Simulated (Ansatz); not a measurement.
Input and command of a plane-wave DFT calculation in Ansatz:

```yaml
crystal:
  lattice:
    - [0.0, 2.7471153441, 2.7471153441]
    - [2.7471153441, 0.0, 2.7471153441]
    - [2.7471153441, 2.7471153441, 0.0]
  atoms:
    - { symbol: Ca, position: [0.0, 0.0, 0.0] }
    - { symbol: F, position: [0.25, 0.25, 0.25] }
    - { symbol: F, position: [0.75, 0.75, 0.75] }
basis:
  ecutwfc: 420
kpoints:
  mp_grid: { grid: [6, 6, 6] }
hamiltonian:
  xc: hse06
scf:
  occupations: { method: gaussian, width: 0.05 }
output:
  forces: true
  stress: true
  eigenvalues: true
```

```bash
ansatz run input.yaml --threads 4 --pin off --max-ram 12288MiB --backend cpu --events-out ev --progress --plain --runs-dir out
```

Processor: Intel(R) Xeon(R) Platinum 8488C (Sapphire Rapids), 4 threads, on a host shared with other jobs.

Question: Estimate time, memory and problem size.

Answer: About 8.7 s on 4 threads of Intel(R) Xeon(R) Platinum 8488C (Sapphire Rapids) (shared host), peak memory 1.1 GiB. It solves 16 bands at 16 k points (the mesh reduced by the symmetry that the task leaves, which can be less than the crystal's) with about 869 plane waves, in 12 SCF iterations.
